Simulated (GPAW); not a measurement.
# TePb (Pm-3m) in GPAW: equation of state

Aim: energy against volume of TePb in PBE, for its equilibrium volume and stiffness.

Program: GPAW 26.7.0. These are calculated values, not measurements. Logs are shortened: lines on timing, memory, paths and dates and some standing lists are left out, and cuts for length are marked. The log counts tension as positive stress, the text compression.

### Step 1. The structure

It takes space group Pm-3m (No. 221, cubic). Conventional cell: a = 4.002 Å, b = 4.002 Å, c = 4.002 Å, α = 90.00°, β = 90.00°, γ = 90.00°. Pb (site symmetry m-3m) is surrounded by 8 Te at 3.47 Å. Te (site symmetry m-3m) is surrounded by 8 Pb at 3.47 Å.

Measurements of this composition are mostly on another form, of space group No. 225.

### Step 2. Equation of state, PBE

The input, run.py:

```python
from ase.eos import EquationOfState
from ase.io import Trajectory, read
from ase.units import GPa
from gpaw import GPAW, PW

atoms = read('POSCAR')

traj = Trajectory('eos.traj', 'w')
volumes, energies = [], []
for x in [0.94, 0.96, 0.98, 1.0, 1.02, 1.04, 1.06]:
    a = atoms.copy()
    a.set_cell(atoms.cell * x**(1 / 3), scale_atoms=True)
    calc = GPAW(mode=PW(600),
                xc='PBE',
                kpts={'size': (7, 7, 7), 'gamma': True},
                occupations={'name': 'fermi-dirac', 'width': 0.05},
                nbands=19,
                convergence={'density': 1e-05, 'energy': 1e-05},
                maxiter=150,
                txt=f'eos-{x:.2f}.txt')
    a.calc = calc
    energies.append(a.get_potential_energy(force_consistent=True))
    volumes.append(a.get_volume())
    p = -a.get_stress()[:3].mean() / GPa
    calc.write(f'eos-{x:.2f}.gpw')
    traj.write(a)
    print(f'{x:.2f} {volumes[-1]:10.4f} A^3 {energies[-1]:14.6f} eV {p:9.3f} GPa', flush=True)

v0, e0, B = EquationOfState(volumes, energies, eos='birchmurnaghan').fit()
print(f'V0 = {v0:.4f} A^3, E0 = {e0:.6f} eV, B0 = {B / GPa:.2f} GPa')
```

The input, POSCAR:

```
TePb
1.0
    4.0022870000      0.0000000000      0.0000000000
    0.0000000000      4.0022870000      0.0000000000
    0.0000000000      0.0000000000      4.0022870000
Pb Te
1 1
Direct
    0.0000000000      0.0000000000      0.0000000000
    0.5000000000      0.5000000000      0.5000000000
```

Potentials or basis: GPAW PAW data sets (gpaw-data 1.2.1), pw.

On the command line:

```bash
$ OMP_NUM_THREADS=1 python run.py
```

The log of the run:

```text
__  _  _
 | _ |_)|_||  |
 |__||  | ||/\| - 26.7.0

Input parameters:
  mode=PW(ecut=600.0),
  convergence={'density': 1e-05, 'energy': 1e-05},
  kpts=MonkhorstPack(size=(7, 7, 7), gamma=True),
  maxiter=150,
  nbands=19,
  occupations=Occupations(name='fermi-dirac', width=0.05),
  xc=XC(name='PBE')

Diagonalizing LCAO Hamiltonian
Converting LCAO to pw mode
   .---------.
  /|         |
 * |         |
 | |   Te    |
 | |         |
 | .---------.
 |/         /
 Pb--------*

Atoms  # Å, Bohr magnetons
|   | symbol |        x |        y |        z |    initial magnetic moments |
|---|--------|----------|----------|----------|-----------------------------|
| 0 |     Pb | 0.000000 | 0.000000 | 0.000000 | ( 0.0000,  0.0000,  0.0000) |
| 1 |     Te | 1.974098 | 1.974098 | 1.974098 | ( 0.0000,  0.0000,  0.0000) |

Unit cell  # Å
| periodic |        x |        y |        z |  lengths |    angles |
|----------|----------|----------|----------|----------|-----------|
|      yes | 3.948195 | 0.000000 | 0.000000 | 3.948195 | 90.000000 |
|      yes | 0.000000 | 3.948195 | 0.000000 | 3.948195 | 90.000000 |
|      yes | 0.000000 | 0.000000 | 3.948195 | 3.948195 | 90.000000 |

Number of symmetries: 48
Symmetry operations  # r_c * U_cc + t_c -> r_c
|    | kind |            matrix            |
|----|------|------------------------------|
|  0 |  E   |  1, 0, 0,  0, 1, 0,  0, 0, 1 |
|  1 |  σ   |  1, 0, 0,  0, 1, 0,  0, 0,-1 |
|  2 |  σ   |  1, 0, 0,  0, 0, 1,  0, 1, 0 |
|  3 |  C4  |  1, 0, 0,  0, 0, 1,  0,-1, 0 |
|  4 |  C4  |  1, 0, 0,  0, 0,-1,  0, 1, 0 |
|  5 |  σ   |  1, 0, 0,  0, 0,-1,  0,-1, 0 |
|  6 |  σ   |  1, 0, 0,  0,-1, 0,  0, 0, 1 |
|  7 |  C2  |  1, 0, 0,  0,-1, 0,  0, 0,-1 |
|  8 |  σ   |  0, 1, 0,  1, 0, 0,  0, 0, 1 |
|  9 |  C2  |  0, 1, 0,  1, 0, 0,  0, 0,-1 |
| 10 |  C3  |  0, 1, 0,  0, 0, 1,  1, 0, 0 |
| 11 |  S6  |  0, 1, 0,  0, 0, 1, -1, 0, 0 |
| 12 |  S6  |  0, 1, 0,  0, 0,-1,  1, 0, 0 |
| 13 |  C3  |  0, 1, 0,  0, 0,-1, -1, 0, 0 |
| 14 |  C4  |  0, 1, 0, -1, 0, 0,  0, 0, 1 |
| 15 |  S4  |  0, 1, 0, -1, 0, 0,  0, 0,-1 |
| 16 |  C3  |  0, 0, 1,  1, 0, 0,  0, 1, 0 |
| 17 |  S6  |  0, 0, 1,  1, 0, 0,  0,-1, 0 |
| 18 |  σ   |  0, 0, 1,  0, 1, 0,  1, 0, 0 |
| 19 |  C4  |  0, 0, 1,  0, 1, 0, -1, 0, 0 |
| 20 |  C2  |  0, 0, 1,  0,-1, 0,  1, 0, 0 |
| 21 |  S4  |  0, 0, 1,  0,-1, 0, -1, 0, 0 |
| 22 |  S6  |  0, 0, 1, -1, 0, 0,  0, 1, 0 |
| 23 |  C3  |  0, 0, 1, -1, 0, 0,  0,-1, 0 |
| 24 |  S6  |  0, 0,-1,  1, 0, 0,  0, 1, 0 |
| 25 |  C3  |  0, 0,-1,  1, 0, 0,  0,-1, 0 |
| 26 |  C4  |  0, 0,-1,  0, 1, 0,  1, 0, 0 |
| 27 |  σ   |  0, 0,-1,  0, 1, 0, -1, 0, 0 |
| 28 |  S4  |  0, 0,-1,  0,-1, 0,  1, 0, 0 |
| 29 |  C2  |  0, 0,-1,  0,-1, 0, -1, 0, 0 |
| 30 |  C3  |  0, 0,-1, -1, 0, 0,  0, 1, 0 |
| 31 |  S6  |  0, 0,-1, -1, 0, 0,  0,-1, 0 |
| 32 |  C4  |  0,-1, 0,  1, 0, 0,  0, 0, 1 |
| 33 |  S4  |  0,-1, 0,  1, 0, 0,  0, 0,-1 |
| 34 |  S6  |  0,-1, 0,  0, 0, 1,  1, 0, 0 |
| 35 |  C3  |  0,-1, 0,  0, 0, 1, -1, 0, 0 |
| 36 |  C3  |  0,-1, 0,  0, 0,-1,  1, 0, 0 |
| 37 |  S6  |  0,-1, 0,  0, 0,-1, -1, 0, 0 |
| 38 |  σ   |  0,-1, 0, -1, 0, 0,  0, 0, 1 |
| 39 |  C2  |  0,-1, 0, -1, 0, 0,  0, 0,-1 |
| 40 |  σ   | -1, 0, 0,  0, 1, 0,  0, 0, 1 |
| 41 |  C2  | -1, 0, 0,  0, 1, 0,  0, 0,-1 |
| 42 |  C2  | -1, 0, 0,  0, 0, 1,  0, 1, 0 |
| 43 |  S4  | -1, 0, 0,  0, 0, 1,  0,-1, 0 |
| 44 |  S4  | -1, 0, 0,  0, 0,-1,  0, 1, 0 |
| 45 |  C2  | -1, 0, 0,  0, 0,-1,  0,-1, 0 |
| 46 |  C2  | -1, 0, 0,  0,-1, 0,  0, 0, 1 |
| 47 |  i   | -1, 0, 0,  0,-1, 0,  0, 0,-1 |

BZ-sampling:
  Number of BZ points: 343
  Number of IBZ points: 20

  Monkhorst-Pack size: [7, 7, 7]
  Monkhorst-Pack shift: [0, 0, 0]

K-points  # in reciprocal-cell coordinates
|     |                                coordinates |     weight |
|-----|--------------------------------------------|------------|
|   0 | (  0.00000000,   0.00000000,   0.00000000) | 0.00291545 |
|   1 | (  0.14285714,   0.00000000,   0.00000000) | 0.01749271 |
|   2 | (  0.14285714,   0.14285714,   0.00000000) | 0.03498542 |
|   3 | (  0.14285714,   0.14285714,   0.14285714) | 0.02332362 |
|   4 | (  0.28571429,   0.00000000,   0.00000000) | 0.01749271 |
|   5 | (  0.28571429,   0.14285714,   0.00000000) | 0.06997085 |
|   6 | (  0.28571429,   0.14285714,   0.14285714) | 0.06997085 |
|   7 | (  0.28571429,   0.28571429,   0.00000000) | 0.03498542 |
|   8 | (  0.28571429,   0.28571429,   0.14285714) | 0.06997085 |
|   9 | (  0.28571429,   0.28571429,   0.28571429) | 0.02332362 |
| ... |                                            |            |
|  19 | (  0.42857143,   0.42857143,   0.42857143) | 0.02332362 |

Plane wave coefficients: 2103
Cutoff: 600.0 eV

Spin-components: 1 (collinear spins)
Bands:           19
Projectors:      11
Spin-degeneracy: 2
Datatype:        complex128

Parallelization:
  kpt:    1
  domain: 1
  band:   1

Density:
  Valence electrons: 20.0
  Components: 1
  Grid points: [24 24 24]
  Charge: 0.0  # |e|

Potential:
  Grid points: [24 24 24]

species:
  Pb:
    name:    Lead
    Z:       82.0
    valence: 14
    core:    68
    charge:  0.0  # [|e|]
    compensation charges:
      type: gauss
      rc: 0.38  # [Å]
      lmax: 2
    cutoffs:
      filter: 2.36  # [Å]
      core: 2.43  # [Å]
    projectors
    | kind |    occ | energy [eV] | rcut [Å] |
    |------|--------|-------------|----------|
    |   6s |  2.000 |     -11.969 |    1.259 |
    |   6p |  2.000 |      -3.506 |    1.275 |
    |   5d | 10.000 |     -21.211 |    1.217 |
    |    s |        |      15.243 |    1.259 |
    |    p |        |      23.705 |    1.275 |
    |    d |        |       6.001 |    1.217 |

    Using partial waves for Pb as LCAO basis

  Te:
    name:    Tellurium
    Z:       52.0
    valence: 6
    core:    46
    charge:  0.0  # [|e|]
    compensation charges:
      type: gauss
      rc: 0.36  # [Å]
      lmax: 2
    cutoffs:
      filter: 2.09  # [Å]
      core: 3.17  # [Å]
    projectors
    | kind |    occ | energy [eV] | rcut [Å] |
    |------|--------|-------------|----------|
    |   5s |  2.000 |     -15.089 |    1.180 |
    |   5p |  4.000 |      -5.955 |    1.196 |
    |    s |        |      12.123 |    1.180 |
    |    p |        |      21.256 |    1.196 |
    |    d |        |       0.000 |    1.238 |

    Using partial waves for Te as LCAO basis

Reference energy: -752065.146798  # eV

eigensolver:
  PPCG
  Converge bands: occupied
  niter=2

density mixing:
  MSR1-Mixer
  Pratt-step length: 0.05
  Maximum mixing coefficient: 0.75
  Old densities: 10
  SVD Regularization: 0.005
  Good broyden scale: 1.0
  Trust region scale: 1.0
  Backstep threshold: 4.0
  History deletion threshold: 6.0
  Fourier metric: weight=20.0, sigma=0.015

occupation numbers:
  Fermi-Dirac:
    width: 0.0500  # eV

poisson solver:
  ecut: 4800.0  # eV

xc functional:
  name: PBE with 2 nearest neighbor stencil

convergence criteria:
[... 6 lines left out ...]
|iter     | |      energy | eigst |  dens |
|---------|-|-------------|-------|-------|
|iter:   1| |   -7.511228 | -0.22 |       |
|iter:   2| |   -7.470879 | -2.02 | -1.32 |
|iter:   3| |   -7.338139 | -2.02 | -1.37 |
|iter:   4| |   -7.334872 | -3.69 | -1.96 |
|iter:   5| |   -7.334311 | -4.03 | -2.25 |
|iter:   6| |   -7.334279 | -5.05 | -2.84 |
|iter:   7| |   -7.334269c| -6.21 | -3.49 |
|iter:   8| |   -7.334271c| -7.48c| -4.48 |
|iter:   9| |   -7.334269c| -8.09c| -4.47 |
|iter:  10| |   -7.334269c| -8.45c| -5.17c|

Converged in 10 steps
Energy contributions relative to reference atoms: (reference = -752065.146798)

Energy contributions:
  Kinetic:          17.321125
  Coulomb:         -17.391900
  Zero:              0.127580
  External:          0.000000
  Xc:               -7.383241
  Entropy:          -0.015666
  Spinorbit:         0.000000
  ----------------------------
  Free energy:      -7.342102
  Extrapolated:     -7.334269

dipole moment: (-16.679546, -16.679546, -16.679546)  # |e|*Ang

Fermi level: 6.863
Eigenvalues  # (at kpt = [0.000, 0.000, 0.000])
| band index |      eig [eV] | occ [0-2] |
|------------|---------------|-----------|
|          0 |       -10.216 |     2.000 |
|        ... |               |           |
|          2 |       -10.126 |     2.000 |
|          3 |       -10.126 |     2.000 |
|          4 |       -10.126 |     2.000 |
|          5 |        -5.508 |     2.000 |
|          6 |         0.320 |     2.000 |
|          7 |         5.226 |     2.000 |
|          8 |         5.226 |     2.000 |
|          9 |         5.226 |     2.000 |
|         10 |        10.869 |     0.000 |
|         11 |        10.869 |     0.000 |
|         12 |        12.388 |     0.000 |
|         13 |        12.388 |     0.000 |
|         14 |        12.388 |     0.000 |
|         15 |        17.446 |     0.000 |
|         16 |        18.292 |     0.000 |
|         17 |        18.292 |     0.000 |
|         18 |        18.292 |     0.000 |

No gap
No difference between direct/indirect transitions

Stress tensor  # eV/Ang^3
|         x |         y |         z |
|-----------|-----------|-----------|
| -0.009176 | -0.000000 |  0.000000 |
| -0.000000 | -0.009176 |  0.000000 |
|  0.000000 |  0.000000 | -0.009176 |

# Writing to eos-0.96.gpw (mode='')
```

It took 74 s on 1 thread of Intel Xeon at 2.80GHz (Skylake/Cascade Lake), shared host; peak memory 0.26 GiB.

Results:

```
Equilibrium volume                      : 31.85 Å³/atom
Bulk modulus                            : 40 GPa
Pressure derivative of the bulk modulus : 3.8
```

Energy against volume, from the lowest point:
```csv
volume (Å³/atom),energy (meV/atom)
30.132,12.55
30.773,4.67
31.414,0.60
32.055,0.00
32.696,2.54
33.337,7.94
33.978,15.92
```
